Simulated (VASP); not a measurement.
# CdS (F-43m) in VASP: dielectric tensor with PBE+D3(BJ)

Aim: the dielectric tensor of CdS with PBE+D3(BJ).

Program: VASP 6.6.1. These are calculated values, not measurements. Logs are shortened: lines on timing, memory, paths and dates and some standing lists are left out, and cuts for length are marked.

### 1 The crystal as given

Symmetry: F-43m, No. 216, cubic system. The conventional cell has a = 5.864 Å, b = 5.864 Å, c = 5.864 Å, α = 90.00°, β = 90.00°, γ = 90.00°. Around Cd (site symmetry -43m) lie 4 S at 2.54 Å. S (site symmetry -43m) has 4 Cd at 2.54 Å as nearest neighbours.

### 2 Dielectric tensor, PBE+D3(BJ)

INCAR

```
PREC = Accurate
ENCUT = 520
EDIFF = 1E-7
ISMEAR = 0
SIGMA = 0.02
LREAL = False
LASPH = True
NELM = 60
ALGO = Fast
ISIF = 2
LWAVE = False
LCHARG = False
GGA = PE
IVDW = 12
LEPSILON = True
```

KPOINTS

```
Automatic mesh
0
Gamma
  10 10 10
```

POSCAR

```
CdS                                     
1.0
    0.0000000000      2.9319788779      2.9319788779
    2.9319788779      0.0000000000      2.9319788779
    2.9319788779      2.9319788779      0.0000000000
  Cd              S             
     1     1
Direct
     0.0000000000000000    0.0000000000000000    0.0000000000000000
     0.2500000000000000    0.2500000000000000    0.2500000000000000
```

Potentials or basis: VASP PAW PBE potentials, release 64 (Cd, S).

On the command line:

```
$ cat potpaw_PBE.64/Cd/POTCAR potpaw_PBE.64/S/POTCAR > POTCAR
$ mpirun -np 1 vasp_std > vasp.out
```

OUTCAR:

```text
PREC = Accurate
   ENCUT = 520
   EDIFF = 1E-7
   ISMEAR = 0
   LREAL = False
   LASPH = True
   NELM = 60
   ISIF = 2
   GGA = PE
   IVDW = 12
   LEPSILON = True
 IVDW          = 12

 ion  position               nearest neighbor table
   1  0.000  0.000  0.000-   2 2.54   2 2.54   2 2.54   2 2.54
   2  0.250  0.250  0.250-   1 2.54   1 2.54   1 2.54   1 2.54

  LATTYP: Found a face centered cubic cell.
 ALAT       =     5.8639577558

  Lattice vectors:

 A1 = (   0.0000000000,   2.9319788779,   2.9319788779)
 A2 = (   2.9319788779,   0.0000000000,   2.9319788779)
 A3 = (   2.9319788779,   2.9319788779,   0.0000000000)

Analysis of symmetry for initial positions (statically):
=====================================================================
 Subroutine PRICEL returns:
 Original cell was already a primitive cell.

 Routine SETGRP: Setting up the symmetry group for a
 face centered cubic supercell.

 Subroutine GETGRP returns: Found 24 space group operations
 (whereof 24 operations were pure point group operations)
 out of a pool of 48 trial point group operations.

The static configuration has the point symmetry T_d .

Analysis of symmetry for dynamics (positions and initial velocities):
=====================================================================
 Subroutine PRICEL returns:
 Original cell was already a primitive cell.

 Routine SETGRP: Setting up the symmetry group for a
 face centered cubic supercell.

 Subroutine GETGRP returns: Found 24 space group operations
 (whereof 24 operations were pure point group operations)
 out of a pool of 48 trial point group operations.

The dynamic configuration has the point symmetry T_d .

 Subroutine INISYM returns: Found 24 space group operations
 (whereof 24 operations are pure point group operations),
 and found     1 'primitive' translations

----------------------------------------------------------------------------------------

                                     Primitive cell

  volume of cell :      50.4095

  direct lattice vectors                    reciprocal lattice vectors
     0.000000000  2.931978878  2.931978878    -0.170533289  0.170533289  0.170533289
     2.931978878  0.000000000  2.931978878     0.170533289 -0.170533289  0.170533289
     2.931978878  2.931978878  0.000000000     0.170533289  0.170533289 -0.170533289

  length of vectors
     4.146444294  4.146444294  4.146444294     0.295372320  0.295372320  0.295372320

  position of ions in fractional coordinates (direct lattice)
     0.000000000  0.000000000  0.000000000
     0.250000000  0.250000000  0.250000000

  ion indices of the primitive-cell ions
   primitive index   ion index
                 1           1
                 2           2

----------------------------------------------------------------------------------------

 KPOINTS: Automatic mesh

Automatic generation of k-mesh.
 Grid dimensions read from file:
 generate k-points for:   10   10   10

 Generating k-lattice:

  Cartesian coordinates                     Fractional coordinates (reciprocal lattice)
    -0.017053329  0.017053329  0.017053329     0.100000000  0.000000000  0.000000000
     0.017053329 -0.017053329  0.017053329     0.000000000  0.100000000  0.000000000
     0.017053329  0.017053329 -0.017053329     0.000000000  0.000000000  0.100000000

  Length of vectors
     0.029537232  0.029537232  0.029537232

  Shift w.r.t. Gamma in fractional coordinates (k-lattice)
     0.000000000  0.000000000  0.000000000

 Subroutine IBZKPT returns following result:
 ===========================================

 Found     47 irreducible k-points:

 Following reciprocal coordinates:
            Coordinates               Weight
  0.000000  0.000000  0.000000      1.000000
  0.100000  0.000000  0.000000      8.000000
  0.200000  0.000000  0.000000      8.000000
  0.300000  0.000000  0.000000      8.000000
  0.400000  0.000000  0.000000      8.000000
  0.500000  0.000000  0.000000      4.000000
[... 16 lines left out ...]
  0.300000  0.300000  0.000000      6.000000
  0.400000  0.300000  0.000000     24.000000
 [... further k-points ...]
   k-points           NKPTS =     47   k-points in BZ     NKDIM =     47   number of bands    NBANDS=     13
   number of dos      NEDOS =    301   number of ions     NIONS =      2
   total plane-waves  NPLWV =  32768
   dimension x,y,z NGX =    32 NGY =   32 NGZ =   32
   dimension x,y,z NGXF=    64 NGYF=   64 NGZF=   64
   ions per type =               1   1
   NGX,Y,Z   is equivalent  to a cutoff of  12.83, 12.83, 12.83 a.u.
   NGXF,Y,Z  is equivalent  to a cutoff of  25.66, 25.66, 25.66 a.u.
 SYSTEM =  unknown system
   PREC   = accura    normal or accurate (medium, high low for compatibility)
   ISTART =      0    job   : 0-new  1-cont  2-samecut
   ICHARG =      2    charge: 1-file 2-atom 10-const
   ISPIN  =      1    spin polarized calculation?
   LNONCOLLINEAR =      F non collinear calculations
   LSORBIT =      F    spin-orbit coupling
   LASPH  =      T    aspherical Exc in radial PAW
   ENCUT  =  520.0 eV  38.22 Ry    6.18 a.u.   7.71  7.71  7.71*2*pi/ulx,y,z
   NELM   =     60;   NELMIN=  2; NELMDL= -5     # of ELM steps
   EDIFF  = 0.1E-06   stopping-criterion for ELM
   LREAL  =      F    real-space projection
   EDIFFG = 0.1E-05   stopping-criterion for IOM
   NSW    =      0    number of steps for IOM
   IBRION =     -1    ionic relax: 0-MD 1-quasi-New 2-CG
   NFREE  =      0    steps in history (QN), initial steepest desc. (CG)
   ISIF   =      2    stress and relaxation
   ISYM   =      2    0-nonsym 1-usesym 2-fastsym
   POTIM  = 0.5000    time-step for ionic-motion
   TEBEG  =    0.0;   TEEND  =   0.0 temperature during run
   PSTRESS=    0.0 pullay stress
   NELECT =      18.0000    total number of electrons
   NUPDOWN=      -1.0000    fix difference up-down
   EMIN   =  10.00;   EMAX   =-10.00  energy-range for DOS
   EFERMI =   0.00;   METHOD = LEGACY
   ISMEAR =     0;   SIGMA  =   0.02  broadening in eV -4-tet -1-fermi 0-gaus
   EFERMI_NEDOS =   21; number of points for ismear=-14 and -15
   IALGO  =     68    algorithm
   IMIX   =      4    mixing-type and parameters
     AMIX     =   0.40;   BMIX     =  1.00
     AMIX_MAG =   1.60;   BMIX_MAG =  1.00
  volume/ion in A,a.u.               =      25.20       170.09
  Fermi-wavevector in a.u.,A,eV,Ry     =   1.161435  2.194794 18.353317  1.348931
  Thomas-Fermi vector in A             =   2.298007
   LORBIT       =      0    0 simple, 1 ext, 2 COOP (PROOUT), +10 PAW based schemes
   GGA     = PE    functional components
   LHFCALC =     F    Hartree Fock is set to
   AEXX    =    0.0000 exact exchange contribution
   IVDW    =    12    specifies the selected vdW correction
   LEPSILON=     T    determine dielectric tensor
   LRPA    =     F    only Hartree local field effects (RPA)
 non-spin polarized calculation
 RMM-DIIS sequential band-by-band and
 Gauss-broadening in eV      SIGMA  =   0.02
  energy-cutoff  :      520.00
  volume of cell :       50.41
 maximum number of plane-waves:      1380
   NGX = 15   NGY = 15   NGZ = 15

--------------------------------------- Ionic step        1  -------------------------------------------

 number of electron      18.0000005 magnetization

 E-fermi :   1.3167     XC(G=0):  -9.0756

 val. band max:        1.1789455931   @ k =   0.0000   0.0000   0.0000
 cond. band min:       2.2939602806   @ k =   0.0000   0.0000   0.0000
 fundamental gap:      1.1150146874
 Fermi energy:         1.3167396028

 k-point     1 :       0.0000    0.0000    0.0000
  band No.  band energies     occupation
      1     -11.0945      2.00000
      2      -6.4925      2.00000
      3      -6.4925      2.00000
      4      -6.4925      2.00000
      5      -6.0340      2.00000
      6      -6.0340      2.00000
      7       1.1789      2.00000
      8       1.1789      2.00000
      9       1.1789      2.00000
     10       2.2940      0.00000
     11       7.7288      0.00000
     12       7.7288      0.00000
     13       7.7288      0.00000
[... 354 lines left out ...]
  band No.  band energies     occupation
      1     -10.6599      2.00000
      2      -6.2937      2.00000
      3      -6.2457      2.00000
      4      -6.2063      2.00000
      5      -5.9708      2.00000
      6      -5.8464      2.00000
      7      -2.0964      2.00000
      8      -0.4172      2.00000
      9      -0.2688      2.00000
     10       5.1807      0.00000
     11       5.7721      0.00000
     12       9.1664      0.00000
     13      10.2288      0.00000

 [... further k-points ...]

  FORCE on cell =-STRESS in cart. coord.  units (eV):
  Direction    XX          YY          ZZ          XY          YZ          ZX
  --------------------------------------------------------------------------------------
  -------------------------------------------------------------------------------------
  Total       0.00382     0.00382     0.00382    -0.00000    -0.00000    -0.00000
  in kB       0.12154     0.12154     0.12154    -0.00000    -0.00000    -0.00000
  external pressure =        0.12 kB  Pullay stress =        0.00 kB

 VOLUME and BASIS-vectors are now :
 -----------------------------------------------------------------------------
  energy-cutoff  :      520.00
  volume of cell :       50.41
      direct lattice vectors                 reciprocal lattice vectors
     0.000000000  2.931978878  2.931978878    -0.170533289  0.170533289  0.170533289
     2.931978878  0.000000000  2.931978878     0.170533289 -0.170533289  0.170533289
     2.931978878  2.931978878  0.000000000     0.170533289  0.170533289 -0.170533289

 POSITION                                       TOTAL-FORCE (eV/Angst)
 -----------------------------------------------------------------------------------
      0.00000      0.00000      0.00000        -0.000000     -0.000000     -0.000000
      1.46599      1.46599      1.46599         0.000000      0.000000      0.000000
 -----------------------------------------------------------------------------------
    total drift:                               -0.000000     -0.000000     -0.000000

  FREE ENERGIE OF THE ION-ELECTRON SYSTEM (eV)
  ---------------------------------------------------
  free  energy   TOTEN  =        -6.7373411214 eV

  energy  without entropy=       -6.7373411214  energy(sigma->0) =       -6.73734112

 HEAD OF MICROSCOPIC STATIC DIELECTRIC TENSOR (INDEPENDENT PARTICLE, excluding Hartree and local field effects)
 ------------------------------------------------------
           6.635758     0.000000    -0.000000
           0.000000     6.635758     0.000000
           0.000000     0.000000     6.635758
 ------------------------------------------------------

 Free energy of the ion-electron system (eV)
  ---------------------------------------------------
  ---------------------------------------------------
  free energy    TOTEN  =        -0.79902746 eV

  energy without entropy =       -0.79902746

------------------------ aborting loop because EDIFF is reached ----------------------------------------

 Edisp (eV)   -0.60240

 E8    (eV) :    -0.2453
[... 7 lines left out ...]
 E8    (eV) :    -0.2453

--------------------------------------- Ionic step        3  -------------------------------------------

 Free energy of the ion-electron system (eV)
  ---------------------------------------------------
  ---------------------------------------------------
  free energy    TOTEN  =        -0.79902771 eV

  energy without entropy =       -0.79902771

------------------------ aborting loop because EDIFF is reached ----------------------------------------

 Edisp (eV)   -0.60240

 E8    (eV) :    -0.2453

 PIEZOELECTRIC TENSOR FIELD DIRECTION 3  (e Angst)
 -----------------------------------------------------------------------------
    -0.00095 -1.99016  0.00000           ( -0.00000  0.02701  0.00000)
    -1.99016 -0.00095  0.00000           (  0.02701 -0.00000  0.00000)
     0.00000  0.00000 -0.00036           (  0.00000  0.00000 -0.00000)

 PIEZOELECTRIC TENSOR FIELD DIRECTION 3  (C/m^2)
 -----------------------------------------------------------------------------
    -0.00030 -0.63254  0.00000
    -0.63254 -0.00030  0.00000
     0.00000  0.00000 -0.00011

 MACROSCOPIC STATIC DIELECTRIC TENSOR (including local field effects in DFT)
 ------------------------------------------------------
           6.303958    -0.000000     0.000000
           0.000000     6.303958    -0.000000
           0.000000     0.000000     6.303958
 ------------------------------------------------------

 PIEZOELECTRIC TENSOR (including local field effects)  for field in x, y, z        (e  Angst)
          XX          YY          ZZ          XY          YZ          ZX
  --------------------------------------------------------------------------------
  x    -0.00000    -0.00000     0.00000     0.00000    -2.00066    -0.00000
  y    -0.00000     0.00000    -0.00000     0.00000     0.00000    -2.00066
  z    -0.00000    -0.00000    -0.00000    -2.00066     0.00000     0.00000

 PIEZOELECTRIC TENSOR (including local field effects)  for field in x, y, z        (C/m^2)
          XX          YY          ZZ          XY          YZ          ZX
  --------------------------------------------------------------------------------
  x    -0.00000    -0.00000     0.00000     0.00000    -0.63587    -0.00000
  y    -0.00000     0.00000    -0.00000     0.00000     0.00000    -0.63587
  z    -0.00000    -0.00000    -0.00000    -0.63587     0.00000     0.00000

 BORN EFFECTIVE CHARGES (including local field effects) (in |e|, cummulative output)
 ---------------------------------------------------------------------------------
 ion    1
    1     2.20928     0.00000     0.00000
    2    -0.00000     2.20928     0.00000
    3     0.00000     0.00000     2.20928
 ion    2
    1    -2.20928    -0.00000     0.00000
    2     0.00000    -2.20928    -0.00000
    3     0.00000     0.00000    -2.20928
```

Run time: 3.2 min. Hardware: 1 thread of Intel Xeon Platinum 8559C (Emerald Rapids), shared host; peak memory 0.4 GiB.

What came out:

- Band gap on the k mesh: 1.11 eV, direct
- Electronic dielectric tensor (diagonal): 6.30
- Born charges (mean of the diagonal): Cd +2.21; S -2.21 e
- Dispersion energy per atom: -0.301 eV

Levels at points of the mesh, in eV from the valence-band top:
| k point | band 6 | band 7 | band 8 | band 9 | band 10 | band 11 | band 12 | band 13 |
| --- | --- | --- | --- | --- | --- | --- | --- | --- |
| (0.00, 0.00, 0.00) | -7.21 | 0.00 | 0.00 | 0.00 | 1.11 | 6.55 | 6.55 | 6.55 |
| (0.50, 0.00, 0.00) | -6.85 | -4.31 | -0.73 | -0.73 | 2.99 | 7.01 | 7.01 | 7.43 |
| (0.50, 0.50, 0.00) | -6.78 | -3.88 | -1.82 | -1.82 | 3.58 | 4.33 | 9.17 | 10.69 |

Electronic dielectric tensor:
```
6.30 0.00 0.00
0.00 6.30 0.00
0.00 0.00 6.30
```

Born effective charge tensors (e):
atom 1, Cd
```
2.21 0.00 0.00
0.00 2.21 0.00
0.00 0.00 2.21
```
atom 2, S
```
-2.21  0.00  0.00
 0.00 -2.21  0.00
 0.00  0.00 -2.21
```

As with any semilocal functional, this PBE gap is likely too small.
